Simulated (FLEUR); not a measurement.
# Au (Fm-3m) in FLEUR: a series of runs

One crystal, Au, is run at these levels: Wu-Cohen GGA; tasks: band structure, equation of state.

Everything below comes from runs of FLEUR MaX-R8.1 (patched build s14). Logs are shortened: lines on timing, memory, paths and dates and some standing lists are left out, and cuts for length are marked.

**Measured values to compare with.**

“Exploring toroidal anvil profiles for larger sample volumes above 4 Mbar”, 2024, pmc:11102561 quotes, for a bulk crystal of Au: bulk modulus 167 GPa.

The runs below are set against these values where they give the same quantity.

## (1) Starting point

The structure is cubic, space group Fm-3m (No. 225). The conventional cell has a = 4.070 Å, b = 4.070 Å, c = 4.070 Å, α = 90.00°, β = 90.00°, γ = 90.00°. Au (site symmetry m-3m) has 12 Au at 2.88 Å as nearest neighbours.

## (2) Band structure, Wu-Cohen GGA

Contents of inp.xml:

```xml
<?xml version="1.0" encoding="UTF-8" standalone="no"?>
<fleurInput fleurInputVersion="0.39">
   <comment>
      Au                                                                                                  
   </comment>
   <calculationSetup>
      <cutoffs Kmax="3.8" Gmax="11.8" GmaxXC="11.8" numbands="0"/>
      <scfLoop itmax="60" minDistance="0.00001" maxIterBroyd="15" imix="Anderson" alpha="0.05" precondParam="0.0" spinf="2.0"/>
      <coreElectrons ctail="T" frcor="F" kcrel="0" coretail_lmax="0"/>
      <xcFunctional name="wc" relativisticCorrections="F"/>
      <magnetism jspins="1"/>
      <soc l_soc="F" theta="0.0" phi="0.0" spav="F"/>
      <expertModes spex="0" secvar="F"/>
      <geometryOptimization l_f="F" forcealpha="1.0" forcemix="BFGS" epsdisp="0.00001" epsforce="0.00001"/>
      <ldaU l_linMix="F" mixParam="0.05" spinf="1.0"/>
   </calculationSetup>
   <cell>
      <bzIntegration valenceElectrons="19.0" mode="hist" fermiSmearingEnergy="0.00183747">
         <kPointListSelection listName="default-1"/>
         <!-- k-points included here -->
         <xi:include xmlns:xi="http://www.w3.org/2001/XInclude" href="kpts.xml"> </xi:include>
      </bzIntegration>
      <!-- symmetry operations included here -->
      <xi:include xmlns:xi="http://www.w3.org/2001/XInclude" href="sym.xml"> </xi:include>
      <bulkLattice scale="1.0">
         <bravaisMatrix>
            <row-1>    0.0000000000000000     3.8455926635609998     3.8455926635609998</row-1>
            <row-2>    3.8455926635609998     0.0000000000000000     3.8455926635609998</row-2>
            <row-3>    3.8455926635609998     3.8455926635609998     0.0000000000000000</row-3>
         </bravaisMatrix>
      </bulkLattice>
   </cell>
   <atomSpecies>
      <species name="Gold (Au)" element="Au" atomicNumber="79">
         <mtSphere radius="2.52" gridPoints="833" logIncrement="0.016"/>
         <atomicCutoffs lmax="10" lnonsphr="8"/>
         <electronConfig flipSpins="F">
            <coreConfig>(1s1/2) (2s1/2) (2p1/2) (2p3/2) (3s1/2) (3p1/2) (3p3/2) (4s1/2) (3d3/2) (3d5/2) (4p1/2) (4p3/2) (4d3/2) (4d5/2) (4f5/2) (4f7/2)</coreConfig>
            <valenceConfig>(5s1/2) (5p1/2) (5p3/2) (6s1/2) (5d3/2) (5d5/2)</valenceConfig>
            <stateOccupation state="(6s1/2)" spinUp="0.500000" spinDown="0.500000"/>
         </electronConfig>
         <energyParameters s="6" p="6" d="5" f="5"/>
         <lo type="SCLO" l="0" n="5" eDeriv="0"/>
         <lo type="SCLO" l="1" n="5" eDeriv="0"/>
         <lo type="SCLO" l="1" n="5" eDeriv="1"/>
         <lo type="SCLO" l="2" n="5" eDeriv="2"/>
         <lo type="SCLO" l="3" n="5" eDeriv="2"/>
      </species>
   </atomSpecies>
   <atomGroups>
      <atomGroup species="Gold (Au)">
         <relPos label="                   1">.0000000000 .0000000000 .0000000000</relPos>
         <force calculate="T" relaxXYZ="TTT"/>
      </atomGroup>
   </atomGroups>
   <output dos="F" band="F" slice="F">
      <checks vchk="F" cdinf="F"/>
      <bandDOS minEnergy="-.5*Htr" maxEnergy="0.5*Htr" sigma="0.015" storeEVData="T"/>
      <vacuumDOS vacdos="F" integ="F" star="F" nstars="0" locx1="0.0" locy1="0.0" locx2="0.0" locy2="0.0" nstm="0" tworkf="0.0"/>
      <unfoldingBand unfoldBand="F" supercellX="1" supercellY="1" supercellZ="1"/>
      <plotting iplot="0" polar="F">
         <plot TwoD="T" vec1="  1.0  0.0  0.0" vec2="  0.0  1.0  0.0" vec3="  0.0  0.0  1.0" zero="  0.0  0.0  0.0" file="plot"/>
      </plotting>
      <chargeDensitySlicing numkpt="0" minEigenval="0.0" maxEigenval="0.0" nnne="0" pallst="F"/>
      <specialOutput eonly="F"/>
      <magneticCircularDichroism mcd="F" energyLo="-10.0" energyUp="0.0"/>
   </output>
  <!-- We include the file relax.xml here to enable relaxations (see documentation) -->
  <xi:include xmlns:xi="http://www.w3.org/2001/XInclude" href="relax.xml"> <xi:fallback/> </xi:include>
</fleurInput>
```

Contents of crystal.txt:

```
Au
&input cartesian=F /
0.0000000000  2.0350000000  2.0350000000
2.0350000000  0.0000000000  2.0350000000
2.0350000000  2.0350000000  0.0000000000
1.8897261246
1.0 1.0 1.0

1
79 0.0000000000  0.0000000000  0.0000000000

&kpt div1=11 div2=11 div3=11 gamma=T /
```

Contents of inp.xml (bands):

```
<?xml version="1.0" encoding="UTF-8" standalone="no"?>
<fleurInput fleurInputVersion="0.39">
   <comment>
      Au                                                                                                  
   </comment>
   <calculationSetup>
      <cutoffs Kmax="3.8" Gmax="11.8" GmaxXC="11.8" numbands="0"/>
      <scfLoop itmax="60" minDistance="0.00001" maxIterBroyd="15" imix="Anderson" alpha="0.05" precondParam="0.0" spinf="2.0"/>
      <coreElectrons ctail="T" frcor="F" kcrel="0" coretail_lmax="0"/>
      <xcFunctional name="wc" relativisticCorrections="F"/>
      <magnetism jspins="1"/>
      <soc l_soc="F" theta="0.0" phi="0.0" spav="F"/>
      <expertModes spex="0" secvar="F"/>
      <geometryOptimization l_f="F" forcealpha="1.0" forcemix="BFGS" epsdisp="0.00001" epsforce="0.00001"/>
      <ldaU l_linMix="F" mixParam="0.05" spinf="1.0"/>
   </calculationSetup>
   <cell>
      <bzIntegration valenceElectrons="19.0" mode="hist" fermiSmearingEnergy="0.00183747">
         <kPointListSelection listName="path-1"/>
         <!-- k-points included here -->
         <xi:include xmlns:xi="http://www.w3.org/2001/XInclude" href="kpts.xml"> </xi:include>
      </bzIntegration>
      <!-- symmetry operations included here -->
      <xi:include xmlns:xi="http://www.w3.org/2001/XInclude" href="sym.xml"> </xi:include>
      <bulkLattice scale="1.0">
         <bravaisMatrix>
            <row-1>    0.0000000000000000     3.8455926635609998     3.8455926635609998</row-1>
            <row-2>    3.8455926635609998     0.0000000000000000     3.8455926635609998</row-2>
            <row-3>    3.8455926635609998     3.8455926635609998     0.0000000000000000</row-3>
         </bravaisMatrix>
      </bulkLattice>
   </cell>
   <atomSpecies>
      <species name="Gold (Au)" element="Au" atomicNumber="79">
         <mtSphere radius="2.52" gridPoints="833" logIncrement="0.016"/>
         <atomicCutoffs lmax="10" lnonsphr="8"/>
         <electronConfig flipSpins="F">
            <coreConfig>(1s1/2) (2s1/2) (2p1/2) (2p3/2) (3s1/2) (3p1/2) (3p3/2) (4s1/2) (3d3/2) (3d5/2) (4p1/2) (4p3/2) (4d3/2) (4d5/2) (4f5/2) (4f7/2)</coreConfig>
            <valenceConfig>(5s1/2) (5p1/2) (5p3/2) (6s1/2) (5d3/2) (5d5/2)</valenceConfig>
            <stateOccupation state="(6s1/2)" spinUp="0.500000" spinDown="0.500000"/>
         </electronConfig>
         <energyParameters s="6" p="6" d="5" f="5"/>
         <lo type="SCLO" l="0" n="5" eDeriv="0"/>
         <lo type="SCLO" l="1" n="5" eDeriv="0"/>
         <lo type="SCLO" l="1" n="5" eDeriv="1"/>
         <lo type="SCLO" l="2" n="5" eDeriv="2"/>
         <lo type="SCLO" l="3" n="5" eDeriv="2"/>
      </species>
   </atomSpecies>
   <atomGroups>
      <atomGroup species="Gold (Au)">
         <relPos label="                   1">.0000000000 .0000000000 .0000000000</relPos>
         <force calculate="T" relaxXYZ="TTT"/>
      </atomGroup>
   </atomGroups>
   <output dos="F" band="T" slice="F">
      <checks vchk="F" cdinf="F"/>
      <bandDOS minEnergy="-.5*Htr" maxEnergy="0.5*Htr" sigma="0.015" storeEVData="T"/>
      <vacuumDOS vacdos="F" integ="F" star="F" nstars="0" locx1="0.0" locy1="0.0" locx2="0.0" locy2="0.0" nstm="0" tworkf="0.0"/>
      <unfoldingBand unfoldBand="F" supercellX="1" supercellY="1" supercellZ="1"/>
      <plotting iplot="0" polar="F">
         <plot TwoD="T" vec1="  1.0  0.0  0.0" vec2="  0.0  1.0  0.0" vec3="  0.0  0.0  1.0" zero="  0.0  0.0  0.0" file="plot"/>
      </plotting>
      <chargeDensitySlicing numkpt="0" minEigenval="0.0" maxEigenval="0.0" nnne="0" pallst="F"/>
      <specialOutput eonly="F"/>
      <magneticCircularDichroism mcd="F" energyLo="-10.0" energyUp="0.0"/>
   </output>
  <!-- We include the file relax.xml here to enable relaxations (see documentation) -->
  <xi:include xmlns:xi="http://www.w3.org/2001/XInclude" href="relax.xml"> <xi:fallback/> </xi:include>
</fleurInput>
```

Potentials or basis: all-electron, FLAPW.

Launch:

```
inpgen -f crystal.txt -profile fastHighL
# inp.xml edited to the form shown
fleur
fleur   # second run, on inp.xml (bands)
```

Standard output:

```text
Welcome to FLEUR        (www.flapw.de)
      MaX-Release 8.1          (www.max-centre.eu)

 ========== k-point set info ==========
 Selected k-point list: default-1
 k-point list type: mesh
 11 x 11 x 11
 Number of k points: 56

 ------------Calculation Setup---------------------------
 Number of OMP-threads    :            1
 Number of basis functions:          148
 Approximate size of matrices (H+S) per k-point:         0.000 GB
 --------------------------------------------------------
 Iteration:     1   Distance:      16.81077111 me/bohr^3
 Iteration:     2   Distance:      15.10757582 me/bohr^3
 Iteration:     3   Distance:       6.62050093 me/bohr^3
 Iteration:     4   Distance:       2.14890700 me/bohr^3
 Iteration:     5   Distance:       1.92237430 me/bohr^3
 Iteration:     6   Distance:       0.17069917 me/bohr^3
 Iteration:     7   Distance:       0.10250030 me/bohr^3
 Iteration:     8   Distance:       0.01855419 me/bohr^3
 Iteration:     9   Distance:       0.00177646 me/bohr^3
 Iteration:    10   Distance:       0.00261332 me/bohr^3
 Iteration:    11   Distance:       0.00007754 me/bohr^3
 Iteration:    12   Distance:       0.00008459 me/bohr^3
 Iteration:    13   Distance:       0.00000223 me/bohr^3

 ********************************************************************
 Run finished successfully
 Stop message:
   all done
 ********************************************************************
```

output (bands):

```text
Welcome to FLEUR        (www.flapw.de)
      MaX-Release 8.1          (www.max-centre.eu)

 ========== k-point set info ==========
 Selected k-point list: path-1
 k-point list type: path
 Number of k points: 60

 ------------Calculation Setup---------------------------
 Number of OMP-threads    :            1
 Number of basis functions:          148
 Approximate size of matrices (H+S) per k-point:         0.000 GB
 --------------------------------------------------------
 Fermi energy correction for metals:
 Fermi energy in bands.* files may not be consistent with last density.
 Please correct it manually (e.g. in band.gnu file).

 Note: Band structure data (together with different weights) is also stored in the banddos.hdf file.
       A convenient way of extracting and plotting the data from that file is by making use of the

 ********************************************************************
 Run finished successfully
 Stop message:
   Charge density postprocessing done.
 ********************************************************************
```

out.xml (last iteration):

```text
<iteration numberForCurrentRun="   13" overallNumber="   13">
         <energyParameters units="Htr">
            <atomicEP atomType="1" spin="1" branch="6s" branchLowest="-3.44" branchHighest="1.46" value="0.2565375456"/>
            <atomicEP atomType="1" spin="1" branch="6p" branchLowest="-1.64" branchHighest="2.37" value="0.4354196608"/>
            <atomicEP atomType="1" spin="1" branch="5d" branchLowest="-11.41" branchHighest="0.49" value="0.2955714838"/>
            <atomicEP atomType="1" spin="1" branch="5f" branchLowest="-2.45" branchHighest="2.53" value="0.7321728485"/>
            <loAtomicEP atomType="1" spin="1" branch="5s" branchLowest="-26.24" branchHighest="-3.44" value="-3.4458204740"/>
            <loAtomicEP atomType="1" spin="1" branch="5p" branchLowest="-19.49" branchHighest="-1.64" value="-1.6649399726"/>
            <loAtomicEP atomType="1" spin="1" branch="5p" branchLowest="-19.49" branchHighest="-1.64" value="-1.6649399726"/>
            <loAtomicEP atomType="1" spin="1" branch="5d" branchLowest="-11.41" branchHighest="0.49" value="0.2744023209"/>
            <loAtomicEP atomType="1" spin="1" branch="5f" branchLowest="-2.45" branchHighest="2.53" value="0.7321587821"/>
         </energyParameters>
         <eigenvalues>
            <eigenvaluesAt spin="1" ikpt="1" k_x="0.00000000" k_y="0.00000000" k_z="0.00000000">
                      -3.4462726875       -1.6532976559       -1.6532976559       -1.6532976559        0.0642165152
                       0.2594555710        0.2594555710        0.2594555710        0.3169620356        0.3169620356
                       0.9637280611        1.1120143451        1.1120143451        1.1120143451        1.2970641474
            </eigenvaluesAt>
            <eigenvaluesAt spin="1" ikpt="2" k_x="0.00000000" k_y="0.00000000" k_z="0.09090909">
                      -3.4462364362       -1.6539752511       -1.6534000570       -1.6534000570        0.0748677819
                       0.2560469173        0.2630379161        0.2630379161        0.3154322558        0.3154322558
                       0.9757674210        1.0535125254        1.1248344159        1.1248344159        1.3251771034
            </eigenvaluesAt>
            <eigenvaluesAt spin="1" ikpt="3" k_x="0.00000000" k_y="0.00000000" k_z="0.18181818">
                      -3.4461389765       -1.6557857097       -1.6536735134       -1.6536735134        0.1041044769
                       0.2504256829        0.2695216352        0.2695216352        0.3155565182        0.3155565182
                       0.9383176607        1.0065819941        1.1564207283        1.1564207283        1.2461005039
            </eigenvaluesAt>
            <eigenvaluesAt spin="1" ikpt="4" k_x="0.00000000" k_y="0.00000000" k_z="0.27272727">
                      -3.4460110012       -1.6581484834       -1.6540321636       -1.6540321636        0.1393824576
                       0.2587129772        0.2690639481        0.2690639481        0.3272200917        0.3272200917
                       0.8130073934        0.9981070755        1.1626714506        1.1626714506        1.2413988590
            </eigenvaluesAt>
         </eigenvalues>
         <bandgap value="0.1571013291" units="eV"/>
         <sumValenceSingleParticleEnergies value="-13.7972870006" units="Htr"/>
         <FermiEnergy value="0.4339460161" units="Htr"/>
         <valenceDensity>
            <mtCharges spin="1">
               <mtCharge atomType="1" total="17.5181454" s="2.5097262" p="6.3220062" d="8.6380614" f="0.0373622"/>
            </mtCharges>
            <spinDependentCharge spin="1" total="19.0000000" interstitial="1.4818546" mtSpheres="17.5181454"/>
            <totalCharge value="19.0000000000"/>
         </valenceDensity>
         <coreStates atomType="     1" atomicNumber=" 79" spin="1" kinEnergy="  21652.4850466625" eigValSum=" -11691.4703769420" lostElectrons=" 0.000151">
            <state n="1" l="0" j="0.5" energy="-2963.3321127734" weight="1.0000000000"/>
            <state n="2" l="0" j="0.5" energy="-521.9910882901" weight="1.0000000000"/>
            <state n="2" l="1" j="0.5" energy="-500.5237369763" weight="1.0000000000"/>
            <state n="2" l="1" j="1.5" energy="-433.0480227992" weight="2.0000000000"/>
            <state n="3" l="0" j="0.5" energy="-122.7874592709" weight="1.0000000000"/>
            <state n="3" l="1" j="0.5" energy="-113.1410533848" weight="1.0000000000"/>
[... 8 lines left out ...]
            <state n="4" l="3" j="2.5" energy="-2.5320413418" weight="3.0000000000"/>
            <state n="4" l="3" j="3.5" energy="-2.3918570165" weight="4.0000000000"/>
         </coreStates>
         <allElectronCharges>
            <spinDependentCharge spin="1" total="79.0000000" interstitial="1.4820024" mtSpheres="77.5179976"/>
            <totalCharge value="78.9999999962"/>
         </allElectronCharges>
         <totalEnergy                                    value="   -19046.6953457208" units="Htr">
            <sumOfEigenvalues                            value="   -11705.2676639427">
               <coreElectrons value="-11691.4703769420"/>
               <valenceElectrons value="-13.7972870006"/>
            </sumOfEigenvalues>
            <densityCoulombPotentialIntegral value="-33114.1734078760"/>
            <densityEffectivePotentialIntegral value="-33592.2975806858"/>
            <chargeDenXCDenIntegral value="-364.3143982218"/>
            <FockExchangeEnergyValence value="0.0000000000"/>
            <FockExchangeEnergyCore value="0.0000000000"/>
            <atomTypeDependentContributions atomType="1">
               <electronNucleiInteractionDifferentMTs value="23972.0541879988"/>
               <MadelungTerm value="-40.2699723053"/>
            </atomTypeDependentContributions>
            <tkbTimesEntropy value="0.0000530264"/>
            <freeEnergy value="-19046.6953987472"/>
            <extrapolationTo0K value="-19046.6953722340"/>
         </totalEnergy>
         <densityConvergence units="me/bohr^3">
            <chargeDensity spin="1" distance="0.0000022302"/>
         </densityConvergence>
      </iteration>
```

Wall time 6.1 s (1 thread of Intel Xeon 6975P-C (Granite Rapids), shared host); peak memory 0.05 GiB.

Results:

* Free energy: -518286.9852 eV
* Band gap along the path: none (metal or under the smearing width)
* Valence electrons inside the program's atomic spheres: Au 17.52 (radii Au 2.52 bohr)

Levels at the corners of the path, in eV from the Fermi level:
```csv
point,band 7,band 8,band 9,band 10,band 11,band 12
Γ,-4.75,-4.75,-3.18,-3.18,14.42,18.45
X,-1.99,-1.61,-1.61,0.91,5.83,9.97
W,-5.24,-3.35,-1.61,4.72,6.30,6.30
K,-3.89,-2.89,-2.08,3.82,4.67,7.48
Γ,-4.75,-4.75,-3.18,-3.18,14.42,18.45
L,-4.79,-1.95,-1.95,-1.08,3.11,13.87
U,-3.89,-2.89,-2.08,3.82,4.67,7.48
W,-5.24,-3.35,-1.61,4.72,6.30,6.30
L,-4.79,-1.95,-1.95,-1.08,3.11,13.87
K,-3.89,-2.89,-2.08,3.82,4.67,7.48
U,-3.89,-2.89,-2.08,3.82,4.67,7.48
X,-1.99,-1.61,-1.61,0.91,5.83,9.97
```

Core levels (eV from the Fermi level):
| atom | levels |
| --- | --- |
| 1 Au | 1s1/2 -80648.2, 2s1/2 -14215.9, 2p1/2 -13631.8, 2p3/2 -11795.6, 3s1/2 -3353.0, 3p1/2 -3090.5, 3p3/2 -2685.4, 4s1/2 -725.7, 3d3/2 -2249.7, 3d5/2 -2162.7, 4p1/2 -613.8, 4p3/2 -516.6, 4d3/2 -333.6, 4d5/2 -315.5, 4f5/2 -80.7, 4f7/2 -76.9 |

Caveat: spin-orbit coupling is left out, which moves the levels of the heavy elements.

[end of part 1 of 2]
